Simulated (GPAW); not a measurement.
Runs of GPAW 26.7.0 on MoS2. The structure is trigonal, space group P-3m1 (No. 164). The conventional cell has a = 3.227 Å, b = 3.227 Å, c = 6.312 Å, α = 90.00°, β = 90.00°, γ = 120.00°. Mo (site symmetry -3m) has 6 S at 2.42 Å as nearest neighbours. S (site symmetry 3m) has 3 Mo at 2.42 Å as nearest neighbours. Measurements of this composition are mostly on another form, of space group No. 194.

```csv
task,level,potentials or basis,cell,optimizer,fmax,max steps,target pressure,convergence,gap on the mesh (eV),pressure (GPa),relaxed volume (Å³/atom),largest force (eV/Å)
relaxation of cell and atoms,PBEsol+D3(BJ),"PAW data sets generated in the run's folder for this functional, pw",relaxed to -2 GPa,LBFGS,0.05 eV/Å,100,-2 GPa,density=1e-05 forces=0.0001,none,-2.0,-,0.01
band structure,RPBE,"the program's PAW data sets (release 1.2.1) made for this functional, pw",as given,-,-,-,-,-,-,3.8,-,0.39
band structure,revPBE,"the program's PAW data sets (release 1.2.1) made for this functional, pw",as given,-,-,-,-,-,-,3.0,-,0.36
relaxation of cell and atoms,RPBE,"the program's PAW data sets (release 1.2.1) made for this functional, pw",relaxed,BFGS,0.02 eV/Å,100,-,density=1e-05 forces=0.0001,none,0.0,(b),0.01
relaxation of cell and atoms,BLYP+D3(BJ),"PAW data sets generated in the run's folder for this functional, pw",relaxed,LBFGS,0.02 eV/Å,40,-,density=1e-05 forces=0.0001,none,0.0,16.86,0.01
relaxation of cell and atoms,revPBE+D4,"the program's PAW data sets (release 1.2.1) made for this functional, pw",relaxed,LBFGS,0.02 eV/Å,40,-,density=1e-05 forces=0.0001,none,0.1,(a),0.01
```

Alike in all rows: no spin polarisation; k mesh 9 × 9 × 4; cutoff (eV) 600; smearing fermi-dirac 0.05 eV.

**Question.** Estimate the missing entries.

**Answer.** (a) 16.32; (b) 23.75.

Caveats: later steps reuse the first step's grids (some runs); this functional lacks dispersion, which binds the layers, so the pressure and a relaxed spacing across them are unreliable (some runs); the volume moved by over 15 % at a fixed basis, so the end points are rough (some runs); this functional lacks dispersion, which binds the layers, so the pressure and a relaxed spacing across them are unreliable, and here the layers came unbound (some runs).

A k mesh can miss the band edges, and the runs leave out spin-orbit coupling on Mo.

A gap of «none» marks a metal or a gap under the smearing width.

Runs at the PBE level aren't shown here.
